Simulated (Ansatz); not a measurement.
# Ti: relaxation of cell and atoms with PBEsol+D4

Ti:

```
CELL_PARAMETERS angstrom
0.03061 2.05069 2.05898
2.05708 0.03414 2.05545
2.04166 2.03174 0.04956
ATOMIC_POSITIONS crystal
Ti 0.00000 0.00000 0.00000
```

The cell isn't the ideal one: cell strained at random at fixed volume.

```
Program             : Ansatz 0.2.0
Task                : relaxation of cell and atoms
Functional          : PBEsol
Dispersion          : D4
Potentials or basis : Ansatz PAW
Cutoff              : 420 eV (not typed: the program's choice for these potentials)
k mesh              : 9 × 9 × 9
Occupations         : fermi-dirac, width 0.15 eV
Spin                : collinear spin, ferromagnetic start
Starting moments    : [1.0] μB
```

The relaxed volume is 16.62 Å³/atom. The relaxed cell is a = 2.862 Å, b = 2.867 Å, c = 2.864 Å, α = 59.91°, β = 60.10°, γ = 59.99°. The space group after relaxing (to 0.05 Å) is Fm-3m (No. 225) and the energy gained by relaxing is 4.2 meV/atom. The ionic steps are 5, the pressure after relaxing is 0.0 GPa and the net moment is 0.00 μB per cell. The absolute moment is 0.00 μB per cell.

Step by step:
```tsv
step	energy change (eV)	largest force (eV/Å)	volume (Å³)
1	0.0000	0.0000	16.73
2	-0.0038	0.0000	16.50
3	-0.0041	0.0000	16.66
4	-0.0042	0.0000	16.62
5	-0.0042	0.0000	16.62
```

Final structure:
```xyz
1
Lattice="0.0000 2.0214 2.0259 2.0291 -0.0001 2.0258 2.0292 2.0215 -0.0001" Properties=species:S:1:pos:R:3 pbc="T T T"
Ti    0.0000    0.0000    0.0000
```

Run time: 18 s on 1 thread of AMD EPYC 9B45 (Zen 5) (shared host), peak memory 0.48 GiB.

Caveat: the plane-wave basis is chosen anew once the cell has moved, so the energies of steps on either side of that aren't comparable; the PAW data sets come from PBE, with cores solved anew for the run's functional, which leaves a small shift of forces and pressure; the starting moments weren't kept.
